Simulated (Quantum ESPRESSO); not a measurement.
# SiO2 (Imma) in Quantum ESPRESSO: band structure with PBEsol

Aim: the band structure of SiO2 with PBEsol.

Everything below comes from runs of Quantum ESPRESSO 7.5. Logs are shortened: lines on timing, memory, paths and dates and some standing lists are left out, and cuts for length are marked.

## (1) The undisturbed crystal

The structure is orthorhombic, space group Imma (No. 74). The conventional cell has a = 5.247 Å, b = 9.554 Å, c = 8.883 Å, α = 90.00°, β = 90.00°, γ = 90.00°. Around Si (site symmetry m) lie 4 O at 1.60 to 1.61 Å. Around O (site symmetry 2/m) lie 2 Si at 1.60 Å. Around O (site symmetry 2) lie 2 Si at 1.61 Å. O (site symmetry mm2) has 2 Si at 1.61 Å as nearest neighbours.

The cell comes from a database or a generator and needn't be the stable form of this composition.

## (2) Band structure, PBEsol (volume scaled by 0.92)

Input file pw.in:

```
&CONTROL
  calculation = 'scf'
  prefix = 'pwscf'
  outdir = './tmp'
  pseudo_dir = './pseudo'
  tprnfor = .true.
  tstress = .true.
  disk_io = 'low'
/
&SYSTEM
  space_group = 74
  A = 5.10285546
  B = 9.29163417
  C = 8.63984641
  nat = 4
  ntyp = 2
  ecutwfc = 45
  ecutrho = 360
  nbnd = 43
  occupations = 'smearing'
  smearing = 'fd'
  degauss = 0.00367493
/
&ELECTRONS
  conv_thr = 2.4d-09
  electron_maxstep = 120
  mixing_beta = 0.5
/
ATOMIC_SPECIES
Si    28.0850 si_pbesol_v1.uspp.F.UPF
O     15.9990 o_pbesol_v1.2.uspp.F.UPF
ATOMIC_POSITIONS crystal_sg
Si     0.5000000000    0.9153960900    0.3449448900
O      0.5000000000    0.0000000000    0.5000000000
O      0.2500000000    0.0431754100    0.7500000000
O      0.5000000000    0.2500000000    0.6193111300
K_POINTS automatic
5 5 5 0 0 0
```

Input file bands.in:

```
&CONTROL
  calculation = 'bands'
  prefix = 'pwscf'
  outdir = './tmp'
  pseudo_dir = './pseudo'
  disk_io = 'low'
  verbosity = 'high'
/
&SYSTEM
  space_group = 74
  A = 5.24667292
  B = 9.55350701
  C = 8.88334945
  nat = 4
  ntyp = 2
  ecutwfc = 45
  ecutrho = 360
  nbnd = 43
  occupations = 'smearing'
  smearing = 'fd'
  degauss = 0.00367493
/
&ELECTRONS
  conv_thr = 1d-08
  electron_maxstep = 120
  mixing_beta = 0.5
  diago_full_acc = .true.
/
ATOMIC_SPECIES
Si    28.0850 si_pbesol_v1.uspp.F.UPF
O     15.9990 o_pbesol_v1.2.uspp.F.UPF
ATOMIC_POSITIONS crystal_sg
Si     0.5000000000    0.9153960900    0.3449448900
O      0.5000000000    0.0000000000    0.5000000000
O      0.2500000000    0.0431754100    0.7500000000
O      0.5000000000    0.2500000000    0.6193111300
K_POINTS crystal
61
 0.0000000000  0.0000000000  0.0000000000 1
 0.0406752385 -0.0406752385 -0.0406752385 1
 0.0813504771 -0.0813504771 -0.0813504771 1
 0.1220257156 -0.1220257156 -0.1220257156 1
 0.1627009541 -0.1627009541 -0.1627009541 1
 0.2033761926 -0.2033761926 -0.2033761926 1
 0.2440514312 -0.2440514312 -0.2440514312 1
 0.2847266697 -0.2847266697 -0.2847266697 1
 0.3254019082 -0.3254019082 -0.3254019082 1
 0.3592456330 -0.2915581835 -0.2915581835 1
 0.4061637553 -0.1943721223 -0.1943721223 1
 0.4530818777 -0.0971860612 -0.0971860612 1
 0.5000000000  0.0000000000  0.0000000000 1
 0.4166666667 -0.0833333333  0.0833333333 1
 0.3333333333 -0.1666666667  0.1666666667 1
 0.2500000000 -0.2500000000  0.2500000000 1
 0.1666666667 -0.3333333333  0.1666666667 1
 0.0833333333 -0.4166666667  0.0833333333 1
 0.0000000000 -0.5000000000  0.0000000000 1
-0.1084673027 -0.5581993639  0.1084673027 1
-0.2169346055 -0.6163987279  0.2169346055 1
-0.3254019082 -0.6745980918  0.3254019082 1
-0.3690514312 -0.6309485688  0.3690514312 1
-0.4127009541 -0.5872990459  0.4127009541 1
-0.4563504771 -0.5436495229  0.4563504771 1
-0.5000000000 -0.5000000000  0.5000000000 1
-0.4285714286 -0.4285714286  0.4285714286 1
-0.3571428571 -0.3571428571  0.3571428571 1
-0.2857142857 -0.2857142857  0.2857142857 1
-0.2142857143 -0.2142857143  0.2142857143 1
-0.1428571429 -0.1428571429  0.1428571429 1
-0.0714285714 -0.0714285714  0.0714285714 1
 0.0000000000  0.0000000000  0.0000000000 1
 0.0665937536  0.0665937536  0.0665937536 1
 0.1331875072  0.1331875072  0.1331875072 1
 0.1997812608  0.1997812608  0.1997812608 1
 0.2663750144  0.2663750144  0.2663750144 1
 0.3329687680  0.3329687680  0.3329687680 1
 0.3995625217  0.3995625217  0.3995625217 1
 0.4661562753  0.4661562753  0.4661562753 1
 0.3729250202  0.3729250202  0.4729250202 1
 0.2796937652  0.2796937652  0.4796937652 1
 0.1864625101  0.1864625101  0.4864625101 1
 0.0932312551  0.0932312551  0.4932312551 1
 0.0000000000  0.0000000000  0.5000000000 1
 0.0312500000 -0.0312500000  0.4687500000 1
 0.0625000000 -0.0625000000  0.4375000000 1
 0.0937500000 -0.0937500000  0.4062500000 1
 0.1250000000 -0.1250000000  0.3750000000 1
 0.1562500000 -0.1562500000  0.3437500000 1
 0.1875000000 -0.1875000000  0.3125000000 1
 0.2187500000 -0.2187500000  0.2812500000 1
 0.2500000000 -0.2500000000  0.2500000000 1
 0.6407543670  0.2915581835  0.2915581835 1
 0.6058347487  0.3264778018  0.3264778018 1
 0.5709151303  0.3613974202  0.3613974202 1
 0.5359955120  0.3963170386  0.3963170386 1
 0.5010758936  0.4312366569  0.4312366569 1
 0.4661562753  0.4661562753  0.4661562753 1
-0.4661562753 -0.4661562753  0.5338437247 1
-0.5000000000 -0.5000000000  0.5000000000 1
```

Potentials or basis: GBRV 1.5 PBEsol.

Started as:

```console
$ OMP_NUM_THREADS=1 pw.x -in pw.in > pw.out
$ OMP_NUM_THREADS=1 pw.x -in bands.in > bands.out
```

pw.out:

```text
This program is part of the open-source Quantum ESPRESSO suite
     for quantum simulation of materials; please cite
[... 6 lines left out ...]
     --------------------
     sticks:   dense  smooth     PW     G-vecs:    dense   smooth      PW
     Sum        3305    1663    477               159293    56455    8781

     Using Slab Decomposition

     bravais-lattice index     =           11
     lattice parameter (alat)  =       9.6430  a.u.
     unit-cell volume          =    1382.2226 (a.u.)^3
     number of atoms/cell      =           12
     number of atomic types    =            2
     number of electrons       =        64.00
     number of Kohn-Sham states=           43
     kinetic-energy cutoff     =      45.0000  Ry
     charge density cutoff     =     360.0000  Ry
     scf convergence threshold =      2.4E-09
     mixing beta               =       0.5000
     number of iterations used =            8  plain     mixing
     Exchange-correlation= SLA  PW   PSX  PSC
                           (   1   4  10   8   0   0   0)

     celldm(1)=   9.642999  celldm(2)=   1.820870  celldm(3)=   1.693140
     celldm(4)=   0.000000  celldm(5)=   0.000000  celldm(6)=   0.000000

     crystal axes: (cart. coord. in units of alat)
               a(1) = (   0.500000   0.910435   0.846570 )
               a(2) = (  -0.500000   0.910435   0.846570 )
               a(3) = (  -0.500000  -0.910435   0.846570 )

     reciprocal axes: (cart. coord. in units 2 pi/alat)
               b(1) = (  1.000000  0.000000  0.590619 )
               b(2) = ( -1.000000  0.549188  0.000000 )
               b(3) = (  0.000000 -0.549188  0.590619 )

     PseudoPot. # 1 for Si read from file:
     si_pbesol_v1.uspp.F.UPF
     Pseudo is Ultrasoft + core correction, Zval =  4.0
     Generated by new atomic code, or converted to UPF format
     Using radial grid of  899 points,  6 beta functions with:
                l(1) =   0
                l(2) =   0
                l(3) =   1
                l(4) =   1
                l(5) =   2
                l(6) =   2
     Q(r) pseudized with  8 coefficients,  rinner =    0.900   0.900   0.900
                                                       0.900   0.900

     PseudoPot. # 2 for O  read from file:
     o_pbesol_v1.2.uspp.F.UPF
     Pseudo is Ultrasoft + core correction, Zval =  6.0
     Generated by new atomic code, or converted to UPF format
     Using radial grid of  737 points,  5 beta functions with:
                l(1) =   0
                l(2) =   0
                l(3) =   1
                l(4) =   1
                l(5) =   2
     Q(r) pseudized with  8 coefficients,  rinner =    0.900   0.900   0.900
                                                       0.900   0.900

     atomic species   valence    mass     pseudopotential
     Si                4.00    28.08500     Si( 1.00)
     O                 6.00    15.99900     O ( 1.00)

      8 Sym. Ops., with inversion, found ( 4 have fractional translation)

   Cartesian axes

     site n.     atom                  positions (alat units)
         1        Si     tau(   1) = (  -0.5000000   0.1540527   1.1090997  )
         2        Si     tau(   2) = (  -0.5000000   0.7563821   1.1090997  )
         3        Si     tau(   3) = (   0.0000000   0.1540527   1.4306096  )
         4        Si     tau(   4) = (   0.0000000   0.7563821   1.4306096  )
         5        O      tau(   5) = (   0.0000000   0.0000000   0.0000000  )
         6        O      tau(   6) = (  -0.5000000   0.0000000   0.8465698  )
         7        O      tau(   7) = (  -0.7500000   0.0786168   1.2698547  )
         8        O      tau(   8) = (  -0.2500000   0.8318180   1.2698547  )
         9        O      tau(   9) = (  -0.2500000  -0.0786168   0.4232849  )
        10        O      tau(  10) = (  -0.2500000   0.0786168   1.2698547  )
        11        O      tau(  11) = (   0.0000000   0.4552174   1.4911292  )
        12        O      tau(  12) = (  -0.5000000   0.4552174   1.0485802  )

     number of k points=    27  Fermi-Dirac smearing, width (Ry)=  0.0037
                       cart. coord. in units 2pi/alat
        k(    1) = (   0.0000000   0.0000000   0.0000000), wk =   0.0160000
        k(    2) = (   0.0000000  -0.1098376   0.1181238), wk =   0.0640000
        k(    3) = (   0.0000000  -0.2196753   0.2362475), wk =   0.0640000
        k(    4) = (  -0.2000000   0.1098376   0.0000000), wk =   0.0640000
        k(    5) = (  -0.2000000   0.0000000   0.1181238), wk =   0.0640000
        k(    6) = (  -0.2000000  -0.1098376   0.2362475), wk =   0.1280000
[... 19 lines left out ...]
        k(   26) = (   0.0000000   0.4393505   0.0000000), wk =   0.0320000
        k(   27) = (   0.8000000  -0.0000000   0.0000000), wk =   0.0320000

     Dense  grid:   159293 G-vectors     FFT dimensions: (  80,  80,  80)

     Smooth grid:    56455 G-vectors     FFT dimensions: (  60,  60,  60)

     Check: negative core charge=   -0.000001

     Initial potential from superposition of free atoms

     starting charge      63.9974, renormalised to      64.0000
     Starting wfcs are   48 randomized atomic wfcs

     Self-consistent Calculation

     iteration #  1     ecut=    45.00 Ry     beta= 0.50
     Davidson diagonalization with overlap
     ethr =  1.00E-02,  avg # of iterations =  3.8

     total energy              =    -296.37784902 Ry
     estimated scf accuracy    <       3.33273245 Ry
[... 64 lines left out ...]
     iteration # 11     ecut=    45.00 Ry     beta= 0.50
     Davidson diagonalization with overlap
     ethr =  4.67E-11,  avg # of iterations =  2.0

     End of self-consistent calculation

          k = 0.0000 0.0000 0.0000 (  7041 PWs)   bands (ev):

   -19.9135 -18.8893 -18.3458 -18.2878 -17.6657 -17.6025 -17.5861 -17.5692
    -9.2084  -8.7333  -8.1517  -6.0878  -5.9502  -5.9311  -5.8350  -5.2976
    -3.8006  -3.5713  -2.9279  -2.9178  -2.4002  -2.3384  -2.2860  -2.2634
    -1.6386  -1.6080  -1.5760  -1.4104  -1.1567  -0.8173  -0.5035  -0.0144
     5.7171   8.6196   9.3439   9.6183   9.6896   9.9831  10.0731  10.2288
    10.3056  10.7528  10.7944
[... 30 lines left out ...]
   -19.8033 -18.8992 -18.4770 -18.3289 -17.6545 -17.5918 -17.5905 -17.5756
    -8.8981  -8.8802  -7.9543  -6.1470  -5.9599  -5.9240  -5.8496  -5.2859
    -3.7891  -3.6165  -3.0359  -2.8834  -2.6101  -2.2954  -2.2759  -2.1720
    -1.7958  -1.6200  -1.5645  -1.4168  -1.1057  -1.0322  -0.4209  -0.2707
     6.1766   8.5797   9.4869   9.5147   9.9567  10.0153  10.1853  10.2658
    10.4704  10.6749  10.9921

          k =-0.2000-0.1098 0.2362 (  7035 PWs)   bands (ev):

   -19.7159 -19.1016 -18.5682 -18.1170 -17.6388 -17.5954 -17.5860 -17.5814
    -9.3259  -8.7043  -7.5480  -6.3073  -5.9713  -5.8688  -5.7518  -5.4004
    -3.7599  -3.6221  -2.9704  -2.8676  -2.7740  -2.4035  -2.2568  -2.1466
    -1.9195  -1.7351  -1.6156  -1.4259  -0.9198  -0.7980  -0.4364  -0.2814
     6.5856   8.0848   9.2535   9.4883   9.7576   9.8320  10.1201  10.4052
    10.6208  10.7894  11.0684
[... 75 lines left out ...]
   -19.7009 -19.2862 -18.6053 -17.8273 -17.6156 -17.6119 -17.5879 -17.5768
    -9.8439  -8.5844  -7.2966  -6.4288  -6.0514  -5.7016  -5.6531  -5.5797
    -3.6911  -3.5568  -3.0422  -2.8909  -2.7108  -2.3400  -2.2887  -2.2106
    -1.9617  -1.8467  -1.6966  -1.4535  -0.6177  -0.5098  -0.3151  -0.1863
     6.7730   7.5346   8.9310   9.1308   9.4717   9.7660   9.9735  10.2694
    10.6637  11.2059  11.2525

          k = 0.0000 0.3295-0.1181 (  7044 PWs)   bands (ev):

   -19.7267 -19.2057 -18.6923 -17.7961 -17.6198 -17.6128 -17.5801 -17.5760
    -9.9228  -8.3600  -7.4956  -6.3308  -6.1189  -5.8087  -5.6389  -5.4527
    -3.6618  -3.5581  -3.0954  -2.8910  -2.6981  -2.3904  -2.2466  -2.2031
    -2.0692  -1.8371  -1.6992  -1.3454  -0.6841  -0.5274  -0.3255  -0.0819
     6.6801   7.6494   8.8013   9.4375   9.4893   9.7839   9.8996  10.0267
    10.7428  11.1753  11.1974
[... 39 lines left out ...]
   -19.4623 -19.1619 -18.6188 -18.3776 -17.6227 -17.6063 -17.5840 -17.5794
    -8.9395  -8.6051  -7.2931  -6.6877  -5.9540  -5.8515  -5.6087  -5.4458
    -3.7806  -3.7417  -3.0586  -3.0103  -2.6639  -2.4798  -2.2061  -2.1366
    -1.9458  -1.8672  -1.6162  -1.5682  -1.0305  -0.9032  -0.5609  -0.3855
     7.6198   8.2344   8.8536   9.0014   9.8853   9.9359  10.1733  10.6156
    10.6963  10.9031  11.3923

          k = 0.6000-0.0000-0.1181 (  7028 PWs)   bands (ev):

   -19.3524 -19.0668 -19.0537 -18.1290 -17.6362 -17.5934 -17.5911 -17.5787
    -9.3762  -7.8517  -7.4037  -6.9284  -6.0880  -5.7624  -5.5770  -5.3853
    -3.8615  -3.6894  -3.1015  -2.9009  -2.8518  -2.3148  -2.1544  -2.0782
    -2.0526  -1.9345  -1.5506  -1.4786  -1.3331  -0.8091  -0.6453  -0.2238
     8.1743   8.3113   8.5536   8.9589   9.6010   9.7521   9.8254  10.6614
    10.8153  10.9421  11.2705
[... 39 lines left out ...]
   -19.4004 -19.3182 -19.0085 -17.7290 -17.6278 -17.6098 -17.5837 -17.5813
   -10.0092  -7.6949  -7.1788  -7.0566  -6.1729  -5.7611  -5.4802  -5.4588
    -3.7487  -3.6186  -3.0934  -3.0508  -2.5434  -2.4627  -2.3510  -2.1152
    -1.9732  -1.8574  -1.8126  -1.5048  -0.9835  -0.3600  -0.2887  -0.2280
     7.8846   8.2626   8.3296   8.3958   9.4135   9.5178   9.9070   9.9351
    10.9494  11.0066  11.1695

     the Fermi energy is     4.0485 ev

!    total energy              =    -297.32685366 Ry
     estimated scf accuracy    <          8.9E-11 Ry
     smearing contrib. (-TS)   =      -0.00000000 Ry
     internal energy E=F+TS    =    -297.32685366 Ry

     The total energy is F=E-TS. E is the sum of the following terms:
     one-electron contribution =    -292.11241129 Ry
     hartree contribution      =     173.71140738 Ry
     xc contribution           =     -77.10320884 Ry
     ewald contribution        =    -101.82264090 Ry

     convergence has been achieved in  11 iterations

     Forces acting on atoms (cartesian axes, Ry/au):

     atom    1 type  1   force =     0.00000000    0.00059231    0.00286303
     atom    2 type  1   force =     0.00000000   -0.00059231    0.00286303
     atom    3 type  1   force =     0.00000000    0.00059231   -0.00286303
     atom    4 type  1   force =     0.00000000   -0.00059231   -0.00286303
     atom    5 type  2   force =     0.00000000    0.00000000    0.00000000
     atom    6 type  2   force =    -0.00000000   -0.00000000    0.00000000
     atom    7 type  2   force =     0.00000000   -0.04074840    0.00000000
     atom    8 type  2   force =     0.00000000    0.04074840    0.00000000
     atom    9 type  2   force =     0.00000000    0.04074840   -0.00000000
     atom   10 type  2   force =     0.00000000   -0.04074840    0.00000000
     atom   11 type  2   force =     0.00000000   -0.00000000    0.03171945
     atom   12 type  2   force =     0.00000000    0.00000000   -0.03171945

     Total force =     0.093210     Total SCF correction =     0.000022

     Computing stress (Cartesian axis) and pressure

          total   stress  (Ry/bohr**3)                   (kbar)     P=      158.56
   0.00107407  -0.00000000   0.00000000          158.00       -0.00        0.00
  -0.00000000   0.00105910  -0.00000000           -0.00      155.80       -0.00
   0.00000000  -0.00000000   0.00110037            0.00       -0.00      161.87

=------------------------------------------------------------------------------=
   JOB DONE.
=------------------------------------------------------------------------------=
```

It took 12 min on 1 thread of Arm Neoverse V2, shared host; peak memory 0.74 GiB.

What came out:

* Free energy: -4045.3379 eV
* Pressure: 15.9 GPa
* Largest force: 1.048 eV/Å
* Band gap on the k mesh: 5.73 eV, direct
* Band gap along the path: 5.73 eV, direct

Forces on the atoms (eV/Å):
```
Si   0.000  0.015  0.074
Si   0.000 -0.015  0.074
Si   0.000  0.015 -0.074
Si   0.000 -0.015 -0.074
O    0.000  0.000  0.000
O    0.000  0.000  0.000
O    0.000 -1.048  0.000
O    0.000  1.048  0.000
O    0.000  1.048  0.000
O    0.000 -1.048  0.000
O    0.000  0.000  0.816
O    0.000  0.000 -0.816
```

Stress tensor (GPa, compression positive):
```
15.80  0.00  0.00
 0.00 15.58  0.00
 0.00  0.00 16.19
```

Levels at the corners of the path, in eV from the valence-band top:
```
point  band 30  band 31  band 32  band 33  band 34  band 35
    Γ    -0.80    -0.49     0.00     5.73     8.63     9.36
    X    -0.65    -0.54    -0.20     8.19     8.40     8.79
    L    -0.65    -0.54    -0.20     8.19     8.37     8.79
    T    -0.93    -0.83    -0.22     8.01     8.19     8.62
    W    -0.96    -0.46    -0.46     8.23     8.23     8.61
    R    -1.07    -0.44    -0.44     7.95     7.95     9.40
   X1    -0.65    -0.54    -0.20     8.19     8.40     8.79
    Z    -0.26    -0.23    -0.02     7.72     8.07     8.08
    Γ    -0.80    -0.49     0.00     5.73     8.63     9.36
    Y    -0.27    -0.23    -0.03     7.71     7.86     8.09
    S    -0.60    -0.34    -0.16     6.83     7.13     9.15
    W    -0.96    -0.46    -0.46     8.23     8.23     8.61
   L1    -0.65    -0.54    -0.20     8.19     8.37     8.79
    Y    -0.27    -0.23    -0.03     7.71     7.86     8.09
   Y1    -0.27    -0.23    -0.03     7.71     7.86     8.09
    Z    -0.26    -0.23    -0.02     7.72     8.07     8.08
```

Caveat: some levels on the path didn't converge.
